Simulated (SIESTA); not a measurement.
A run of SIESTA 5.4.2 is set up as follows.

File SnTe.fdf:

```
SystemName                      SnTe
SystemLabel                     SnTe
NumberOfSpecies                 2
NumberOfAtoms                   2
%block ChemicalSpeciesLabel
  1  52 Te
  2  50 Sn
%endblock ChemicalSpeciesLabel

LatticeConstant                 1.0 Ang
%block LatticeVectors
     0.0000000000     3.1508500000     3.1508500000
     3.1508500000     0.0000000000     3.1508500000
     3.1508500000     3.1508500000     0.0000000000
%endblock LatticeVectors
AtomicCoordinatesFormat         Ang
%block AtomicCoordinatesAndAtomicSpecies
     3.1508500000     3.1508500000     3.1508500000  1
     0.0000000000     0.0000000000     0.0000000000  2
%endblock AtomicCoordinatesAndAtomicSpecies

%block kgrid.MonkhorstPack
    7   0   0  0.0
    0   7   0  0.0
    0   0   7  0.0
%endblock kgrid.MonkhorstPack
XC.Functional                   GGA
XC.Authors                      PBE
PAO.BasisSize                   DZP
PAO.EnergyShift                 0.003 Ry
Mesh.Cutoff                     500 Ry
Spin                            spin-orbit
%block DM.InitSpin
    1   0.000     0.00     0.00
    2   0.000     0.00     0.00
%endblock DM.InitSpin
WriteOrbMom                     true
OccupationFunction              FD
ElectronicTemperature           0.05 eV
MaxSCFIterations                120
SCF.MustConverge                false
SCF.Mixer.Method                Pulay
SCF.Mixer.Weight                0.25
SCF.Mixer.History               8
SCF.DM.Tolerance                5.0e-05
SCF.H.Tolerance                 1.0e-03 eV
WriteForces                     true
Charge.Mulliken                 end
BandLinesScale                  ReciprocalLatticeVectors
%block BandLines
    1    0.000000   0.000000   0.000000  \Gamma
   12    0.500000   0.000000   0.500000  X
    6    0.500000   0.250000   0.750000  W
    4    0.375000   0.375000   0.750000  K
   13    0.000000   0.000000   0.000000  \Gamma
   11    0.500000   0.500000   0.500000  L
    8    0.625000   0.250000   0.625000  U
    4    0.500000   0.250000   0.750000  W
    9    0.500000   0.500000   0.500000  L
    8    0.375000   0.375000   0.750000  K
    1    0.625000   0.250000   0.625000  U
    4    0.500000   0.000000   0.500000  X
%endblock BandLines
%block PAO.Basis
  Te 4
  n=5 0 2
    5.635 0.000
  n=5 1 2
    7.297 0.000
  n=4 2 2
    3.260 0.000
  n=5 2 1
    7.297
  Sn 4
  n=5 0 2
    6.432 0.000
  n=5 1 2
    8.686 0.000
  n=4 2 2
    3.759 0.000
  n=5 2 1
    8.686
%endblock PAO.Basis
```

Potentials or basis: PseudoDojo 0.4 standard (PBE files, fully relativistic), DZP (energy shift 0.003 Ry; two zetas on semicore shells).

The run is started by

```sh
$ siesta < SnTe.fdf > SnTe.out 2>&1
```

**Question.** What does it give for the pressure?

**Answer.** 2.9 GPa.

**Question.** Estimate the net moment.

**Answer.** 0.00 μB per cell.

**Question.** Estimate the band gap along the path.

**Answer.** 0.25 eV, direct.

Moments on the atoms (μB; x, y, z):
```
Te  0.00 0.00 0.00
Sn  0.00 0.00 0.00
```

Caveat: this odd mesh misses L, where the gap lies, so gap, dielectric constants and Born charges aren't listed; the basis of atomic orbitals isn't converged, which shifts pressures, moduli and gaps.

**What was measured.**

From a printed reference work, textbook, for a bulk crystal of SnTe at 300 K: band gap 0.18 eV (direct).

Measured gap of SnTe: 0.18 eV (direct; 300 K; a printed reference work, textbook). This calculation gives 0.25 eV (+0.07 eV). The value is that of PBE in an atomic basis (PseudoDojo 0.4 standard (PBE files, fully relativistic), DZP (energy shift 0.003 Ry; two zetas on semicore shells)), whose error adds to the functional's,, without temperature or zero-point motion.
